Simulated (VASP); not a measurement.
All values below come from SCAN meta-GGA, VASP's PBE PAW potentials (set 64) (plane waves; VASP).

Input for VASP

POSCAR:
```
ZrO2
1.0
  0.0000000000   2.5173157922   2.5173157922
  2.5173157922   0.0000000000   2.5173157922
  2.5173157922   2.5173157922   0.0000000000
Zr O
1 2
direct
  0.0000000000   0.0000000000   0.0000000000
  0.2500000000   0.2500000000   0.2500000000
  0.7500000000   0.7500000000   0.7500000000
```

### INCAR
```
ALGO  =  Normal
EDIFF  =  1E-7
ENCUT  =  520
ISIF  =  2
ISMEAR  =  0
LASPH  =  .TRUE.
LCHARG  =  .FALSE.
LMAXMIX  =  4
LMIXTAU  =  .TRUE.
LREAL  =  .FALSE.
LWAVE  =  .FALSE.
METAGGA  =  SCAN
NELM  =  100
PREC  =  Accurate
SIGMA  =  0.05
SYSTEM  =  ZrO2
```

### KPOINTS
```
K-points
0
gamma
8 8 8
0 0 0
```

POTCAR, in this order: Zr_sv O (PBE.64 set). Program: vasp_std.

What VASP printed:

OUTCAR:
```
 ion  position               nearest neighbor table
   1  0.000  0.000  0.000-   3 2.18   3 2.18   3 2.18   2 2.18   3 2.18   2 2.18   2 2.18   2 2.18
  LATTYP: Found a face centered cubic cell.
 ALAT       =     5.0346315844
 Subroutine PRICEL returns:
 Original cell was already a primitive cell.
 Subroutine GETGRP returns: Found 48 space group operations
The static configuration has the point symmetry O_h .
The dynamic configuration has the point symmetry O_h .
 Subroutine INISYM returns: Found 48 space group operations
 Subroutine IBZKPT returns following result:
 Found     29 irreducible k-points:

 Following reciprocal coordinates:
            Coordinates               Weight
  0.000000  0.000000  0.000000      1.000000
  0.125000  0.000000  0.000000      8.000000
  0.250000  0.000000  0.000000      8.000000
  0.375000  0.000000  0.000000      8.000000
  0.500000  0.000000  0.000000      4.000000
  0.125000  0.125000  0.000000      6.000000
  0.250000  0.125000  0.000000     24.000000
  0.375000  0.125000  0.000000     24.000000
  0.500000  0.125000  0.000000     24.000000
 -0.375000  0.125000  0.000000     24.000000
 -0.250000  0.125000  0.000000     24.000000
 -0.125000  0.125000  0.000000     12.000000
  0.250000  0.250000  0.000000      6.000000
  0.375000  0.250000  0.000000     24.000000
  0.500000  0.250000  0.000000     24.000000
 -0.375000  0.250000  0.000000     24.000000
 -0.250000  0.250000  0.000000     12.000000
  0.375000  0.375000  0.000000      6.000000
  0.500000  0.375000  0.000000     24.000000
 -0.375000  0.375000  0.000000     12.000000
  0.500000  0.500000  0.000000      3.000000
  0.375000  0.250000  0.125000     24.000000
  0.500000  0.250000  0.125000     48.000000
 -0.375000  0.250000  0.125000     24.000000
  0.500000  0.375000  0.125000     24.000000
 -0.375000  0.375000  0.125000     48.000000
 -0.250000  0.375000  0.125000     24.000000
 -0.375000  0.500000  0.125000     12.000000
 -0.250000  0.500000  0.250000      6.000000
   k-points           NKPTS =     29   k-points in BZ     NKDIM =     29   number of bands    NBANDS=     16
   number of dos      NEDOS =    301   number of ions     NIONS =      3
   total plane-waves  NPLWV =  21952
   dimension x,y,z NGX =    28 NGY =   28 NGZ =   28
   dimension x,y,z NGXF=    56 NGYF=   56 NGZF=   56
   ions per type =               1   2
   PREC   = accura    normal or accurate (medium, high low for compatibility)
   ISTART =      0    job   : 0-new  1-cont  2-samecut
   ICHARG =      2    charge: 1-file 2-atom 10-const
   ISPIN  =      1    spin polarized calculation?
   LNONCOLLINEAR =      F non collinear calculations
   LSORBIT =      F    spin-orbit coupling
   INIWAV =      1    electr: 0-lowe 1-rand  2-diag
   ENCUT  =  520.0 eV  38.22 Ry    6.18 a.u.   6.62  6.62  6.62*2*pi/ulx,y,z
   NELM   =    100;   NELMIN=  2; NELMDL= -5     # of ELM steps
   EDIFF  = 0.1E-06   stopping-criterion for ELM
   LREAL  =      F    real-space projection
   NLSPLINE    = F    spline interpolate recip. space projectors
   LMAXMIX     =    4 max onsite mixed and CHGCAR
   VOSKOWN=      0    Vosko Wilk Nusair interpolation
   EDIFFG = 0.1E-05   stopping-criterion for IOM
   NSW    =      0    number of steps for IOM
   NBLOCK =      1;   KBLOCK =      1    inner block; outer block
   IBRION =     -1    ionic relax: 0-MD 1-quasi-New 2-CG
   NFREE  =      0    steps in history (QN), initial steepest desc. (CG)
   ISIF   =      2    stress and relaxation
   ISYM   =      2    0-nonsym 1-usesym 2-fastsym
   TEIN   =    0.0    initial temperature
   TEBEG  =    0.0;   TEEND  =   0.0 temperature during run
   SMASS  =  -3.00    Nose mass-parameter (am)
   PSTRESS=    0.0 pullay stress
...
```

### OSZICAR
```
       N       E                     dE             d eps       ncg     rms          rms(c)
DAV:   1     0.166224004464E+03    0.16622E+03   -0.15159E+04   928   0.158E+03
DAV:   2    -0.621306391282E+02   -0.22835E+03   -0.22326E+03  1176   0.404E+02
DAV:   3    -0.705272913513E+02   -0.83967E+01   -0.83873E+01  1600   0.757E+01
DAV:   4    -0.706388151015E+02   -0.11152E+00   -0.11151E+00  1080   0.741E+00
DAV:   5    -0.706412184373E+02   -0.24033E-02   -0.24033E-02  1400   0.694E-01    0.279E+01
DAV:   6    -0.537486743884E+02    0.16893E+02   -0.19007E+01  1216   0.426E+01    0.103E+01
DAV:   7    -0.553347959538E+02   -0.15861E+01   -0.33544E+00  1072   0.182E+01    0.421E+00
DAV:   8    -0.485342184291E+02    0.68006E+01   -0.18775E+00   952   0.166E+01    0.454E+00
DAV:   9    -0.545413141272E+02   -0.60071E+01   -0.38652E+00  1016   0.183E+01    0.312E+00
DAV:  10    -0.543646137086E+02    0.17670E+00   -0.96648E-01   976   0.909E+00    0.135E+00
DAV:  11    -0.543901863200E+02   -0.25573E-01   -0.20938E-02  1256   0.135E+00    0.898E-01
DAV:  12    -0.543678524299E+02    0.22334E-01   -0.41390E-02  1104   0.221E+00    0.439E-01
DAV:  13    -0.543696163880E+02   -0.17640E-02   -0.73014E-04  1040   0.343E-01    0.438E-01
DAV:  14    -0.543690218721E+02    0.59452E-03   -0.72736E-05  1248   0.768E-02    0.409E-01
DAV:  15    -0.543662910869E+02    0.27308E-02   -0.16396E-02  1104   0.870E-01    0.425E-02
DAV:  16    -0.543666160102E+02   -0.32492E-03   -0.20181E-03  1160   0.375E-01    0.176E-01
DAV:  17    -0.543667851340E+02   -0.16912E-03   -0.14222E-04  1200   0.125E-01    0.120E-01
DAV:  18    -0.543668434116E+02   -0.58278E-04   -0.71229E-05  1112   0.836E-02    0.980E-02
DAV:  19    -0.543667215626E+02    0.12185E-03   -0.43033E-04  1096   0.150E-01    0.201E-02
DAV:  20    -0.543667150672E+02    0.64954E-05   -0.37702E-05  1248   0.481E-02    0.405E-03
DAV:  21    -0.543667148661E+02    0.20103E-06   -0.19635E-06  1184   0.126E-02    0.389E-03
DAV:  22    -0.543667138659E+02    0.10002E-05   -0.29756E-07  1152   0.408E-03    0.160E-03
DAV:  23    -0.543667141239E+02   -0.25802E-06   -0.26514E-07   936   0.420E-03    0.421E-04
DAV:  24    -0.543667140401E+02    0.83883E-07   -0.15974E-08   576   0.141E-03
   1 F= -.54366714E+02 E0= -.54366714E+02  d E =-.945917E-14
```

OUTCAR:
```
------------------------ aborting loop because EDIFF is reached ----------------------------------------
  FORCE on cell =-STRESS in cart. coord.  units (eV):
  Direction    XX          YY          ZZ          XY          YZ          ZX
  --------------------------------------------------------------------------------------
  Total        1.6814213      1.6814213      1.6814213      0.0000000      0.0000000     -0.0000000
  in kB       84.4391836     84.4391836     84.4391836      0.0000000      0.0000000     -0.0000000
  external PRESSURE =      84.4391836 kB  Pullay stress =       0.0000000 kB
  volume of cell :       31.90
      direct lattice vectors                 reciprocal lattice vectors
     0.000000000  2.517315792  2.517315792    -0.198624265  0.198624265  0.198624265
     2.517315792  0.000000000  2.517315792     0.198624265 -0.198624265  0.198624265
     2.517315792  2.517315792  0.000000000     0.198624265  0.198624265 -0.198624265
 POSITION                                       TOTAL-FORCE (eV/Angst)
 -----------------------------------------------------------------------------------
      0.00000      0.00000      0.00000         0.000000      0.000000     -0.000000
      1.25866      1.25866      1.25866        -0.000000     -0.000000     -0.000000
      3.77597      3.77597      3.77597         0.000000      0.000000      0.000000
 -----------------------------------------------------------------------------------
    total drift:                                0.000000      0.000000      0.000000
  FREE ENERGIE OF THE ION-ELECTRON SYSTEM (eV)
  ---------------------------------------------------
  free  energy   TOTEN  =       -54.3667140401 eV

  energy  without entropy=      -54.3667140401  energy(sigma->0) =      -54.36671404
```
(Selected blocks of OUTCAR.)

The compound is ZrO2 in the fluorite structure, the high-temperature cubic form, which is unstable at 0 K; the monoclinic form is the stable one. This cell is one point of a volume scan, at 0.97 of the reference volume.
